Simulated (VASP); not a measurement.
# TiN (Fm-3m) in VASP: further runs

One crystal, TiN, is run at these levels: LDA; tasks: relaxation of cell and atoms.

Program: VASP 6.6.1. These are calculated values, not measurements. Logs are shortened: lines on timing, memory, paths and dates and some standing lists are left out, and cuts for length are marked.

### Step 1. The structure

It takes space group Fm-3m (No. 225, cubic). The conventional cell has a = 4.238 Å, b = 4.238 Å, c = 4.238 Å, α = 90.00°, β = 90.00°, γ = 90.00°. Ti (site symmetry m-3m) has 6 N at 2.12 Å as nearest neighbours. N (site symmetry m-3m) has 6 Ti at 2.12 Å as nearest neighbours.

The cell was built by a generator and needn't be a form met in nature.

### Step 2. Relaxation of cell and atoms, LDA

Contents of INCAR:

```
SYSTEM = TiN
ALGO     = Normal         ! electronic algorithm
EDIFF    = 1E-6           ! SCF threshold, eV
EDIFFG   = -0.01          ! ionic threshold
ENCUT    = 600            ! plane-wave cutoff, eV
GGA      = CA             ! functional
IBRION   = 2              ! ionic algorithm
ISIF     = 3              ! what is computed and relaxed
ISMEAR   = 1              ! smearing method
LASPH    = .TRUE.         ! aspherical terms in the spheres
LCHARG   = .FALSE.        ! write CHGCAR
LREAL    = .FALSE.        ! projectors in reciprocal space
LWAVE    = .FALSE.        ! write WAVECAR
NELM     = 80             ! most SCF steps
NSW      = 90             ! ionic steps
PREC     = Accurate       ! precision mode
SIGMA    = 0.1            ! smearing width, eV
```

Contents of KPOINTS:

```
k-points
0
G
  16 16 16
  0 0 0
```

Contents of POSCAR:

```
TiN
1.0
    0.0000000000      2.1190000000      2.1190000000
    2.1190000000      0.0000000000      2.1190000000
    2.1190000000      2.1190000000      0.0000000000
Ti N
1 1
Direct
    0.0000000000      0.0000000000      0.0000000000
    0.5000000000      0.5000000000      0.5000000000
```

Potentials or basis: VASP PAW LDA potentials, release 64 (Ti_sv, N).

Started as:

```console
$ cat potpaw_LDA.64/Ti_sv/POTCAR potpaw_LDA.64/N/POTCAR > POTCAR
$ mpirun -np 1 vasp_std > vasp.out
```

OUTCAR:

```text
SYSTEM = TiN
   EDIFF = 1E-6
   EDIFFG = -0.01
   ENCUT = 600
   GGA = CA
   IBRION = 2
   ISIF = 3
   ISMEAR = 1
   LASPH = .TRUE.
   LREAL = .FALSE.
   NELM = 80
   NSW = 90
   PREC = Accurate

 ion  position               nearest neighbor table
   1  0.000  0.000  0.000-   2 2.12   2 2.12   2 2.12   2 2.12   2 2.12   2 2.12
   2  0.500  0.500  0.500-   1 2.12   1 2.12   1 2.12   1 2.12   1 2.12   1 2.12

  LATTYP: Found a face centered cubic cell.
 ALAT       =     4.2380000000

  Lattice vectors:

 A1 = (   0.0000000000,   2.1190000000,   2.1190000000)
 A2 = (   2.1190000000,   0.0000000000,   2.1190000000)
 A3 = (   2.1190000000,   2.1190000000,   0.0000000000)

Analysis of symmetry for initial positions (statically):
=====================================================================
 Subroutine PRICEL returns:
 Original cell was already a primitive cell.

 Routine SETGRP: Setting up the symmetry group for a
 face centered cubic supercell.

 Subroutine GETGRP returns: Found 48 space group operations
 (whereof 48 operations were pure point group operations)
 out of a pool of 48 trial point group operations.

The static configuration has the point symmetry O_h .

Analysis of symmetry for dynamics (positions and initial velocities):
=====================================================================
 Subroutine PRICEL returns:
 Original cell was already a primitive cell.

 Routine SETGRP: Setting up the symmetry group for a
 face centered cubic supercell.

 Subroutine GETGRP returns: Found 48 space group operations
 (whereof 48 operations were pure point group operations)
 out of a pool of 48 trial point group operations.

The dynamic configuration has the point symmetry O_h .

 Subroutine INISYM returns: Found 48 space group operations
 (whereof 48 operations are pure point group operations),
 and found     1 'primitive' translations

----------------------------------------------------------------------------------------

                                     Primitive cell

  volume of cell :      19.0293

  direct lattice vectors                    reciprocal lattice vectors
     0.000000000  2.119000000  2.119000000    -0.235960359  0.235960359  0.235960359
     2.119000000  0.000000000  2.119000000     0.235960359 -0.235960359  0.235960359
     2.119000000  2.119000000  0.000000000     0.235960359  0.235960359 -0.235960359

  length of vectors
     2.996718539  2.996718539  2.996718539     0.408695330  0.408695330  0.408695330

  position of ions in fractional coordinates (direct lattice)
     0.000000000  0.000000000  0.000000000
     0.500000000  0.500000000  0.500000000

  ion indices of the primitive-cell ions
   primitive index   ion index
                 1           1
                 2           2

----------------------------------------------------------------------------------------

 KPOINTS: k-points

Automatic generation of k-mesh.
 Grid dimensions read from file:
 generate k-points for:   16   16   16

 Generating k-lattice:

  Cartesian coordinates                     Fractional coordinates (reciprocal lattice)
    -0.014747522  0.014747522  0.014747522     0.062500000  0.000000000  0.000000000
     0.014747522 -0.014747522  0.014747522     0.000000000  0.062500000  0.000000000
     0.014747522  0.014747522 -0.014747522     0.000000000  0.000000000  0.062500000

  Length of vectors
     0.025543458  0.025543458  0.025543458

  Shift w.r.t. Gamma in fractional coordinates (k-lattice)
     0.000000000  0.000000000  0.000000000

 Subroutine IBZKPT returns following result:
 ===========================================

 Found    145 irreducible k-points:

 Following reciprocal coordinates:
            Coordinates               Weight
  0.000000  0.000000  0.000000      1.000000
  0.062500  0.000000  0.000000      8.000000
  0.125000  0.000000  0.000000      8.000000
  0.187500  0.000000  0.000000      8.000000
  0.250000  0.000000  0.000000      8.000000
  0.312500  0.000000  0.000000      8.000000
[... 16 lines left out ...]
 -0.125000  0.062500  0.000000     24.000000
 -0.062500  0.062500  0.000000     12.000000
 [... further k-points ...]
   k-points           NKPTS =    145   k-points in BZ     NKDIM =    145   number of bands    NBANDS=     12
   number of dos      NEDOS =    301   number of ions     NIONS =      2
   total plane-waves  NPLWV =  13824
   dimension x,y,z NGX =    24 NGY =   24 NGZ =   24
   dimension x,y,z NGXF=    48 NGYF=   48 NGZF=   48
   ions per type =               1   1
   NGX,Y,Z   is equivalent  to a cutoff of  13.31, 13.31, 13.31 a.u.
   NGXF,Y,Z  is equivalent  to a cutoff of  26.63, 26.63, 26.63 a.u.
 SYSTEM =  TiN
   PREC   = accura    normal or accurate (medium, high low for compatibility)
   ISTART =      0    job   : 0-new  1-cont  2-samecut
   ICHARG =      2    charge: 1-file 2-atom 10-const
   ISPIN  =      1    spin polarized calculation?
   LNONCOLLINEAR =      F non collinear calculations
   LSORBIT =      F    spin-orbit coupling
   LASPH  =      T    aspherical Exc in radial PAW
   ENCUT  =  600.0 eV  44.10 Ry    6.64 a.u.   5.99  5.99  5.99*2*pi/ulx,y,z
   NELM   =     80;   NELMIN=  2; NELMDL= -5     # of ELM steps
   EDIFF  = 0.1E-05   stopping-criterion for ELM
   LREAL  =      F    real-space projection
   EDIFFG = -.1E-01   stopping-criterion for IOM
   NSW    =     90    number of steps for IOM
   IBRION =      2    ionic relax: 0-MD 1-quasi-New 2-CG
   NFREE  =      1    steps in history (QN), initial steepest desc. (CG)
   ISIF   =      3    stress and relaxation
   ISYM   =      2    0-nonsym 1-usesym 2-fastsym
   POTIM  = 0.5000    time-step for ionic-motion
   TEBEG  =    0.0;   TEEND  =   0.0 temperature during run
   PSTRESS=    0.0 pullay stress
   NELECT =      17.0000    total number of electrons
   NUPDOWN=      -1.0000    fix difference up-down
   EMIN   =  10.00;   EMAX   =-10.00  energy-range for DOS
   EFERMI =   0.00;   METHOD = LEGACY
   ISMEAR =     1;   SIGMA  =   0.10  broadening in eV -4-tet -1-fermi 0-gaus
   EFERMI_NEDOS =   21; number of points for ismear=-14 and -15
   IALGO  =     38    algorithm
   IMIX   =      4    mixing-type and parameters
     AMIX     =   0.40;   BMIX     =  1.00
     AMIX_MAG =   1.60;   BMIX_MAG =  1.00
  volume/ion in A,a.u.               =       9.51        64.21
  Fermi-wavevector in a.u.,A,eV,Ry     =   1.576704  2.979539 33.824024  2.485996
  Thomas-Fermi vector in A             =   2.677497
   LORBIT       =      0    0 simple, 1 ext, 2 COOP (PROOUT), +10 PAW based schemes
   GGA     = CA    functional components
   LHFCALC =     F    Hartree Fock is set to
   AEXX    =    0.0000 exact exchange contribution
   IVDW    =     0    specifies the selected vdW correction
   LEPSILON=     F    determine dielectric tensor
   LRPA    =     F    only Hartree local field effects (RPA)
 conjugate gradient relaxation of ions
 non-spin polarized calculation
 Methfessel and Paxton  Order N= 1 SIGMA  =   0.10
  energy-cutoff  :      600.00
  volume of cell :       19.03
 maximum number of plane-waves:       652
   NGX = 11   NGY = 11   NGZ = 11

--------------------------------------- Ionic step        1  -------------------------------------------

 number of electron      17.0000002 magnetization

 Free energy of the ion-electron system (eV)
  ---------------------------------------------------
  ext. energy  EPLUGINS =         0.00000000
  ---------------------------------------------------
  free energy    TOTEN  =       -21.63891346 eV

  energy without entropy =      -21.63751645  energy(sigma->0) =      -21.63844779

------------------------ aborting loop because EDIFF is reached ----------------------------------------

  FORCE on cell =-STRESS in cart. coord.  units (eV):
  Direction    XX          YY          ZZ          XY          YZ          ZX
  --------------------------------------------------------------------------------------
  -------------------------------------------------------------------------------------
  Total       -1.5267291     -1.5267291     -1.5267291     -0.0000000      0.0000000      0.0000000
  in kB     -128.5433781   -128.5433781   -128.5433781     -0.0000000      0.0000000      0.0000000
  external PRESSURE =    -128.5433781 kB  Pullay stress =       0.0000000 kB
[... 93 lines left out ...]
  energy  without entropy=      -21.6717384897  energy(sigma->0) =      -21.67270382

--------------------------------------- Ionic step        4  -------------------------------------------

 number of electron      16.9999996 magnetization

 Free energy of the ion-electron system (eV)
  ---------------------------------------------------
  ext. energy  EPLUGINS =         0.00000000
  ---------------------------------------------------
  free energy    TOTEN  =       -21.67320021 eV

  energy without entropy =      -21.67175135  energy(sigma->0) =      -21.67271726

 E-fermi :  11.8312     XC(G=0): -13.6308

 val. band max:       11.8303694635   @ k =   0.1250   0.0625   0.0000
 cond. band min:      11.8438456345   @ k =  -0.1875   0.1875   0.0625
 fundamental gap:      0.0134761710
 Fermi energy:        11.8311523773

 k-point     1 :       0.0000    0.0000    0.0000
  band No.  band energies     occupation
      1     -45.2531      2.00000
      2     -21.5713      2.00000
      3     -21.5713      2.00000
      4     -21.5713      2.00000
      5      -5.2895      2.00000
      6       9.7687      2.00000
      7       9.7687      2.00000
      8       9.7687      2.00000
      9      11.1385      2.00000
     10      11.1385      2.00000
     11      11.1385      2.00000
     12      12.4241     -0.00000
[... 331 lines left out ...]
 k-point    24 :      -0.0625    0.0625    0.0000
  band No.  band energies     occupation
      1     -45.2406      2.00000
      2     -21.6478      2.00000
      3     -21.5907      2.00000
      4     -21.5723      2.00000
      5      -5.0690      2.00000
      6       8.6467      2.00000
      7       8.8541      2.00000
      8       9.1871      2.00000
      9      11.2640      2.00000
     10      11.5920      2.00371
     11      11.7025      2.06984
     12      12.9067     -0.00000

 [... further k-points ...]

------------------------ aborting loop because EDIFF is reached ----------------------------------------

  FORCE on cell =-STRESS in cart. coord.  units (eV):
  Direction    XX          YY          ZZ          XY          YZ          ZX
  --------------------------------------------------------------------------------------
  -------------------------------------------------------------------------------------
  Total       -0.0020536     -0.0020536     -0.0020536     -0.0000000      0.0000000      0.0000000
  in kB       -0.1807420     -0.1807420     -0.1807420     -0.0000000      0.0000000      0.0000000
  external PRESSURE =      -0.1807420 kB  Pullay stress =       0.0000000 kB
[... 17 lines left out ...]
  FREE ENERGIE OF THE ION-ELECTRON SYSTEM (eV)
  ---------------------------------------------------
  free  energy   TOTEN  =       -21.6732002129 eV

  energy  without entropy=      -21.6717513481  energy(sigma->0) =      -21.67271726

 reached required accuracy - stopping structural energy minimisation
```

Wall time 33 s (1 thread of Intel Xeon 6975P-C (Granite Rapids), shared host); peak memory 0.17 GiB.

What came out:

```
Free energy                            : -21.6732 eV
Relaxed volume                         : 9.10 Å³/atom
Relaxed cell                           : a = 2.953 Å, b = 2.953 Å, c = 2.953 Å, α = 60.00°, β = 60.00°, γ = 60.00°
Space group after relaxing (to 0.05 Å) : Fm-3m (No. 225)
Energy gained by relaxing              : 17.1 meV/atom
Ionic steps                            : 4
Pressure after relaxing                : 0.0 GPa
Band gap on the k mesh                 : none (metal or under the smearing width)
```

The path:
```tsv
step	energy change (eV)	largest force (eV/Å)	pressure (GPa)	volume (Å³)
1	0.0000	0.0000	-12.85	19.03
2	0.0539	0.0000	24.97	17.00
3	-0.0343	0.0000	-0.26	18.22
4	-0.0343	0.0000	-0.02	18.20
```

Final structure:
```
Ti N
1.0
     0.00000    2.08790    2.08790
     2.08790    0.00000    2.08790
     2.08790    2.08790    0.00000
Ti N
1 1
Direct
  0.00000 0.00000 0.00000
  0.50000 0.50000 0.50000
```

### Step 3. Relaxation of cell and atoms, LDA

This run uses another cell than the first one, of 9.10 Å³/atom, 0.957 times its volume.

Changes to INCAR since step 2:

```diff
@@ -2,4 +2,4 @@
 ALGO     = Normal         ! electronic algorithm
-EDIFF    = 1E-6           ! SCF threshold, eV
-EDIFFG   = -0.01          ! ionic threshold
+EDIFF    = 1E-7           ! SCF threshold, eV
+EDIFFG   = -0.005         ! ionic threshold
 ENCUT    = 600            ! plane-wave cutoff, eV
```

KPOINTS is that of step 2.

Contents of POSCAR:

```
TiN                                     
1.0
    0.0000000000      2.0879044249      2.0879044249
    2.0879044249      0.0000000000      2.0879044249
    2.0879044249      2.0879044249      0.0000000000
  Ti              N             
     1     1
Direct
     1.0000000000000000    1.0000000000000000    0.0000000000000000
     0.5000000000000000    0.5000000000000000    0.5000000000000000
```

Potentials or basis: VASP PAW LDA potentials, release 64 (Ti_sv, N).

Started as:

```console
$ cat potpaw_LDA.64/Ti_sv/POTCAR potpaw_LDA.64/N/POTCAR > POTCAR
$ mpirun -np 1 vasp_std > vasp.out
```

Wall time 11 s (1 thread of Intel Xeon 6975P-C (Granite Rapids), shared host); peak memory 0.15 GiB.

The run converged. Its results:

| Quantity | Value |
| --- | --- |
| Free energy | -21.6719 eV |
| Pressure after relaxing | 0.0 GPa |
| Band gap on the k mesh | none (metal or under the smearing width) |

Final structure:
```
Ti N
1.0
     0.00000    2.08790    2.08790
     2.08790    0.00000    2.08790
     2.08790    2.08790    0.00000
Ti N
1 1
Cartesian
  0.0000 0.0000 0.0000
  2.0879 2.0879 2.0879
```

Levels at points of the mesh, in eV from the Fermi level:
```csv
k point,band 7,band 8,band 9,band 10,band 11,band 12
"(0.00, 0.00, 0.00)",-2.06,-2.06,-0.69,-0.69,-0.69,0.59
"(0.50, 0.00, 0.00)",-5.73,-5.73,1.81,1.81,2.54,6.12
"(0.50, 0.50, 0.00)",-3.32,-3.25,-3.25,1.75,2.57,2.57
```

Caveat: the relaxation stopped at its first step, so nothing moved.
